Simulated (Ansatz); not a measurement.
CuI, DFT, PBE, PAW with Ansatz's default frozen-core files, scalar-relativistic (Ansatz 0.2.0), run on 1 thread of Arm Neoverse V2 on a shared host.

The cell is COD entry 9004456, as deposited and not checked against the literature; nothing was relaxed. It differs from other determinations. The listed cell was then made from it by scaling, straining or moving an atom.

Command: `ansatz run input.yaml --threads 1 --pin off --max-ram 2048MiB --backend cpu --events-out ev --progress --plain --runs-dir out`

```yaml
crystal:
  lattice:
    - [0.0, 2.9905287613, 2.9905287613]
    - [2.9905287613, 0.0, 2.9905287613]
    - [2.9905287613, 2.9905287613, 0.0]
  atoms:
    - { symbol: Cu, position: [0.75, 0.75, 0.75] }
    - { symbol: I, position: [0.0, 0.0, 0.0] }
kpoints:
  mp_grid: { grid: [9, 9, 9] }
scf:
  occupations: { method: fermi_dirac, width: 0.03 }
hamiltonian:
  xc: pbe
  pseudopotentials: { kind: paw }
output:
  forces: true
  stress: true
  eigenvalues: true
  efg: { contact_densities: true }
```

Task: How large is the problem that the program sets up?

Result: 35 irreducible k-points, 1037 plane waves at Γ, 22 bands.

Task: Estimate the wall time and the peak memory.

Result: 4.8 s of wall time for 6 SCF iterations, with a peak of 0.4 GiB. Times on shared machines scatter by tens of per cent.

Task: And the same cell and mesh by all-electron LAPW, asked for forces, stress, eigenvalues, on the same hardware?

Result: 18 s, peak memory 0.32 GiB.

Task: And the same cell and mesh by crystal-made all-electron datasets, asked for forces, stress, eigenvalues, efg, on the same hardware?

Result: 8.7 s, peak memory 0.49 GiB.
